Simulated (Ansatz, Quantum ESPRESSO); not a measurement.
# Tuning the work function of Pd(100), part 6 of 8

Wanted: work-function changes of Pd(100) along a row of adsorbates.

Quantum ESPRESSO 7.5; plane-wave DFT, PBE, GBRV ultrasoft pseudopotentials; geometry by Ansatz 0.2.0 with PAW datasets.

So far. Step 10 (SCF with pw.x, Mg overlayer): The covered face stands at 3.79 eV against 5.13 eV when clean. Step 10 (SCF with pw.x, Mg overlayer): Inside the slab this potential holds the local part of the pseudopotentials, which can be repulsive at the nuclei; only its value in the vacuum has a meaning of its own.

### Step 11. Projections on atomic orbitals, Mg overlayer

Input file Mg.pdos.in:

```
&projwfc
  prefix = 'Mg.esm'
  outdir = './out'
  filpdos = 'Mg.pdos'
  Emin = -12.445
  Emax = -0.445
  DeltaE = 0.1
  ngauss = 0
  degauss = 0.01
/
```

Run with:

```bash
$ OMP_NUM_THREADS=1 mpirun -n 4 projwfc.x -in Mg.pdos.in > Mg.pdos.out
```

Numbers of over 12 decimals in the logs are rounded to 6 here.

Output:

```text
[banner, memory and clock lines left out]
Program PROJWFC v.7.5 starts

          URL

     ./out/Mg.esm.save/

     IMPORTANT: XC functional enforced from input :
     Exchange-correlation= PBE
                           (   1   4   3   4   0   0   0)
     Any further DFT definition will be discarded
     Please, verify this is what you really want

     negative rho (up, down):  3.928E-01 0.000E+00

     Gaussian broadening (read from input): ngauss,degauss=   0    0.010000

     Calling projwave ....
     one sub-group per band group will be used

     linear algebra parallelized on   4 procs

  Problem Sizes
  natomwfc =           65
  nx       =           33
  nbnd     =           54
  nkstot   =           21
  npwx     =         1550
  nkb      =          109

     Atomic states used for projection
     (read from pseudopotential files):

     state #   1: atom   1 (Pd ), wfc  1 (l=1 m= 1)
     state #   2: atom   1 (Pd ), wfc  1 (l=1 m= 2)
     state #   3: atom   1 (Pd ), wfc  1 (l=1 m= 3)
     state #   4: atom   1 (Pd ), wfc  2 (l=2 m= 1)
     state #   5: atom   1 (Pd ), wfc  2 (l=2 m= 2)
     state #   6: atom   1 (Pd ), wfc  2 (l=2 m= 3)
     state #   7: atom   1 (Pd ), wfc  2 (l=2 m= 4)
     state #   8: atom   1 (Pd ), wfc  2 (l=2 m= 5)
     state #   9: atom   1 (Pd ), wfc  3 (l=0 m= 1)
     state #  10: atom   1 (Pd ), wfc  4 (l=1 m= 1)
     state #  11: atom   1 (Pd ), wfc  4 (l=1 m= 2)
     state #  12: atom   1 (Pd ), wfc  4 (l=1 m= 3)
     state #  13: atom   2 (Pd ), wfc  1 (l=1 m= 1)
     state #  14: atom   2 (Pd ), wfc  1 (l=1 m= 2)
     state #  15: atom   2 (Pd ), wfc  1 (l=1 m= 3)
     state #  16: atom   2 (Pd ), wfc  2 (l=2 m= 1)
     state #  17: atom   2 (Pd ), wfc  2 (l=2 m= 2)
     state #  18: atom   2 (Pd ), wfc  2 (l=2 m= 3)
     state #  19: atom   2 (Pd ), wfc  2 (l=2 m= 4)
     state #  20: atom   2 (Pd ), wfc  2 (l=2 m= 5)
     state #  21: atom   2 (Pd ), wfc  3 (l=0 m= 1)
     state #  22: atom   2 (Pd ), wfc  4 (l=1 m= 1)
     state #  23: atom   2 (Pd ), wfc  4 (l=1 m= 2)
     state #  24: atom   2 (Pd ), wfc  4 (l=1 m= 3)
     state #  25: atom   3 (Pd ), wfc  1 (l=1 m= 1)
     state #  26: atom   3 (Pd ), wfc  1 (l=1 m= 2)
     state #  27: atom   3 (Pd ), wfc  1 (l=1 m= 3)
     state #  28: atom   3 (Pd ), wfc  2 (l=2 m= 1)
     state #  29: atom   3 (Pd ), wfc  2 (l=2 m= 2)
     state #  30: atom   3 (Pd ), wfc  2 (l=2 m= 3)
     state #  31: atom   3 (Pd ), wfc  2 (l=2 m= 4)
     state #  32: atom   3 (Pd ), wfc  2 (l=2 m= 5)
     state #  33: atom   3 (Pd ), wfc  3 (l=0 m= 1)
     state #  34: atom   3 (Pd ), wfc  4 (l=1 m= 1)
     state #  35: atom   3 (Pd ), wfc  4 (l=1 m= 2)
     state #  36: atom   3 (Pd ), wfc  4 (l=1 m= 3)
     state #  37: atom   4 (Pd ), wfc  1 (l=1 m= 1)
     state #  38: atom   4 (Pd ), wfc  1 (l=1 m= 2)
     state #  39: atom   4 (Pd ), wfc  1 (l=1 m= 3)
     state #  40: atom   4 (Pd ), wfc  2 (l=2 m= 1)
     state #  41: atom   4 (Pd ), wfc  2 (l=2 m= 2)
     state #  42: atom   4 (Pd ), wfc  2 (l=2 m= 3)
     state #  43: atom   4 (Pd ), wfc  2 (l=2 m= 4)
     state #  44: atom   4 (Pd ), wfc  2 (l=2 m= 5)
     state #  45: atom   4 (Pd ), wfc  3 (l=0 m= 1)
     state #  46: atom   4 (Pd ), wfc  4 (l=1 m= 1)
     state #  47: atom   4 (Pd ), wfc  4 (l=1 m= 2)
     state #  48: atom   4 (Pd ), wfc  4 (l=1 m= 3)
     state #  49: atom   5 (Pd ), wfc  1 (l=1 m= 1)
     state #  50: atom   5 (Pd ), wfc  1 (l=1 m= 2)
     state #  51: atom   5 (Pd ), wfc  1 (l=1 m= 3)
     state #  52: atom   5 (Pd ), wfc  2 (l=2 m= 1)
     state #  53: atom   5 (Pd ), wfc  2 (l=2 m= 2)
     state #  54: atom   5 (Pd ), wfc  2 (l=2 m= 3)
     state #  55: atom   5 (Pd ), wfc  2 (l=2 m= 4)
     state #  56: atom   5 (Pd ), wfc  2 (l=2 m= 5)
     state #  57: atom   5 (Pd ), wfc  3 (l=0 m= 1)
     state #  58: atom   5 (Pd ), wfc  4 (l=1 m= 1)
     state #  59: atom   5 (Pd ), wfc  4 (l=1 m= 2)
     state #  60: atom   5 (Pd ), wfc  4 (l=1 m= 3)
     state #  61: atom   6 (Mg ), wfc  1 (l=0 m= 1)
     state #  62: atom   6 (Mg ), wfc  2 (l=1 m= 1)
     state #  63: atom   6 (Mg ), wfc  2 (l=1 m= 2)
     state #  64: atom   6 (Mg ), wfc  2 (l=1 m= 3)
     state #  65: atom   6 (Mg ), wfc  3 (l=0 m= 1)

[... projections of each state ...]
Lowdin Charges:

     Atom #   1: total charge =  15.9636, s =  0.3035,
     Atom #   1: total charge =  15.9636, p =  6.5844, pz=  2.1301, px=  2.2271, py=  2.2271,
     Atom #   1: total charge =  15.9636, d =  9.0757, dz2=  1.8825, dxz=  1.8326, dyz=  1.8326, dx2-y2=  1.6743, dxy=  1.8537,
     Atom #   2: total charge =  16.0246, s =  0.2635,
     Atom #   2: total charge =  16.0246, p =  6.8117, pz=  2.2852, px=  2.2633, py=  2.2633,
     Atom #   2: total charge =  16.0246, d =  8.9494, dz2=  1.8781, dxz=  1.7201, dyz=  1.7201, dx2-y2=  1.7539, dxy=  1.8772,
     Atom #   3: total charge =  15.9913, s =  0.2590,
     Atom #   3: total charge =  15.9913, p =  6.7705, pz=  2.2618, px=  2.2544, py=  2.2544,
     Atom #   3: total charge =  15.9913, d =  8.9617, dz2=  1.8564, dxz=  1.7515, dyz=  1.7515, dx2-y2=  1.7407, dxy=  1.8615,
     Atom #   4: total charge =  16.0541, s =  0.2573,
     Atom #   4: total charge =  16.0541, p =  6.7961, pz=  2.2774, px=  2.2594, py=  2.2594,
     Atom #   4: total charge =  16.0541, d =  9.0006, dz2=  1.8319, dxz=  1.7991, dyz=  1.7991, dx2-y2=  1.6949, dxy=  1.8755,
     Atom #   5: total charge =  17.0499, s =  0.4290,
     Atom #   5: total charge =  17.0499, p =  7.3636, pz=  2.5925, px=  2.3856, py=  2.3856,
     Atom #   5: total charge =  17.0499, d =  9.2573, dz2=  1.8247, dxz=  1.8734, dyz=  1.8734, dx2-y2=  1.7628, dxy=  1.9229,
     Atom #   6: total charge =   8.7462, s =  2.7504,
     Atom #   6: total charge =   8.7462, p =  5.9958, pz=  1.9983, px=  1.9987, py=  1.9987,
     Atom #   6: total charge =   8.7462, d =  0.0000, dz2=  0.0000, dxz=  0.0000, dyz=  0.0000, dx2-y2=  0.0000, dxy=  0.0000,
     Spilling Parameter:   0.0019

Note: The following floating-point exceptions are signalling: IEEE_DIVIDE_BY_ZERO IEEE_UNDERFLOW_FLAG
Note: The following floating-point exceptions are signalling: IEEE_DIVIDE_BY_ZERO IEEE_UNDERFLOW_FLAG
Note: The following floating-point exceptions are signalling: IEEE_DIVIDE_BY_ZERO IEEE_UNDERFLOW_FLAG
Note: The following floating-point exceptions are signalling: IEEE_DIVIDE_BY_ZERO IEEE_UNDERFLOW_FLAG
```

The job ended after 1.7 s (4 MPI ranks of Arm Neoverse V1, shared host; peak memory 0.1 GiB).

Read from the output:

| Quantity | Value |
| --- | --- |
| spilling of the projection | 0.0019 |

Projected DOS an atom over height of the atomic layer and energy from the Fermi level. Columns are the atomic layers from the bottom up.

Ten even steps from '0' (0.00 states/eV) to '9' (2.97 states/eV), each cell a mean:
```
000010
111010
111110
777520
975830
955750
957660
844580
777890
679770
556580
564460
475690
387690
156440
001010
000000
000000
000000
000000
000000
000000
```
Columns: height of the atomic layer (Å) from -4.90 to 4.90 (not evenly spaced); rows upwards: energy from the Fermi level (eV) from -8.00 to 1.40.

The atomic orbitals miss 0.2 % of the occupied states; for empty states the projections can miss much more.

### Step 12. Relaxation with Ansatz, Al overlayer

Level of this step: plane-wave DFT, PBE, Ansatz PAW (Ansatz 0.2.0).

System of this step: Pd(100), 5 layers, one monolayer of Al on hollow sites. The cell holds 6 atoms: 5 Pd and 1 Al. Cell: a = 2.751 Å, b = 2.751 Å, c = 26.780 Å, α = 90.0°, β = 90.0°, γ = 90.0°. It derives from Pd. Vacuum lies along c.

Input file input.yaml:

```yaml
crystal:
  lattice:
    - [2.7506453788, 0.0, 0.0]
    - [0.0, 2.7506453788, 0.0]
    - [0.0, 0.0, 26.78]
  atoms:
    - { symbol: Pd, position: [0.0, 0.0, 0.3099327857] }
    - { symbol: Pd, position: [0.5, 0.5, 0.3825616131] }
    - { symbol: Pd, position: [0.0, 0.0, 0.4551904406] }
    - { symbol: Pd, position: [0.5, 0.5, 0.5278192681] }
    - { symbol: Pd, position: [0.0, 0.0, 0.6004480956] }
    - { symbol: Al, position: [0.5, 0.5, 0.6648764473] }
kpoints:
  mp_grid: { grid: [10, 10, 1] }
hamiltonian:
  xc: pbe
scf:
  occupations: { method: fermi_dirac, width: 0.1 }
  convergence: { dr2_threshold: 1.0e-08 }
efield:
  axis: 3
  dipole_correction: true
  ramp_position: 0.97
  ramp_width: 0.04
relax:
  f_tol: 0.01
  constraints: [{ sites: [0, 1, 2] }]
output:
  write_potential: true
  write_density: true
  volumetric_format: npy
```

Run with:

```bash
$ ansatz run input.yaml --threads 4 --pin off --max-ram 8192MiB --backend cpu --events-out ev --progress --plain --runs-dir out
```

Output:

```text
[...]
Crystal: 6 atoms, lattice volume = 202.619 Å³
Basis set: ecut = 420 eV, 4045 PW (Γ), exchange–correlation on 40×40×360 points (8 copies of the dense FFT grid, shifted against one another)
Bands: 56, of which v1, the nominal top of the filled ones, is band 47 counted from 1 (46 counted from 0)
Symmetry: 8 space group operations
[...]
F+E_penalty+E_count = -35401.55896882 eV   max|allowed force component| = 2.397e-3 eV/Å
  atoms:
    - { symbol: Pd, position: [0.0, 0.0, 0.3099327857] }
    - { symbol: Pd, position: [0.5, 0.5, 0.382562] }
    - { symbol: Pd, position: [0.0, 0.0, 0.4551904406] }
    - { symbol: Pd, position: [0.5, 0.5, 0.530743] }
    - { symbol: Pd, position: [0, 0.0, 0.609028] }
    - { symbol: Al, position: [0.5, 0.5, 0.672332] }
[key lines of the parts left out:]
SCF converged after 8 iterations
Free energy (F): -35401.558969 eV
Fermi energy:    5.240319 eV
Dipole field:    D = 0.020221 V/Å  (p = 0.022643 e·Å, saw-weighted, corrected)
Work function:   Φ+ = 4.5485 eV   Φ− = 5.0901 eV
```

It took 23 s on 4 threads; peak memory 0.59 GiB; 89 s of CPU time.

The steps of the relaxation:

| step | energy less that of the first step (eV) | largest force component (eV/Å) |
| --- | --- | --- |
| 1 | 0.0000 | 0.8487 |
| 2 | -0.0711 | 0.1417 |
| 3 | -0.0737 | 0.0252 |
| 4 | -0.0738 | 0.0024 |

Forces are held to the 8 operations that the run works with; a distortion that breaks them can't arise in this run.

The atoms that moved most (Å):

```
atom     dx     dy     dz  length
 Pd5  0.000  0.000  0.230   0.230
 Al6  0.000  0.000  0.200   0.200
 Pd4  0.000  0.000  0.078   0.078
```

The relaxed structure:

```xyz
6
Lattice="2.7506 0.0000 0.0000 0.0000 2.7506 0.0000 0.0000 0.0000 26.7800" Properties=species:S:1:pos:R:3
Pd    0.0000    0.0000    8.3000
Pd    1.3753    1.3753   10.2450
Pd    0.0000    0.0000   12.1900
Pd    1.3753    1.3753   14.2133
Pd    0.0000    0.0000   16.3098
Al    1.3753    1.3753   18.0051
```

The relaxation lowers the energy by 12 meV an atom. Held were the atoms numbered 1, 2 and 3; the forces quoted are those on the free ones.

This step gave:

| Item | Value |
| --- | --- |
| free energy | -35401.5590 eV |
| energy at zero smearing | -35401.4217 eV |
| smearing term TS | 0.2745 eV |
| Fermi energy | 5.240 eV |
| work function of the upper face | 4.549 eV |
| work function of the lower face | 5.090 eV |
| dipole along the normal | 0.02264 e·Å |

[end of part 6 of 8]

[Logs are printed without paths, hosts, clocks, repeated set-up lines and the standing remarks that a program may print on its own settings, such as how far it seeks lower states.]

[Hosts, paths, dates, database ids (printed as entryN), source tags and the programs' standing remarks are cut or masked in the printed files.]

[Maps of the electrostatic potential energy from Ansatz leave out the sawtooth potential of an applied field or a dipole correction, so their vacuum need not be flat; planar profiles and work functions include it.]
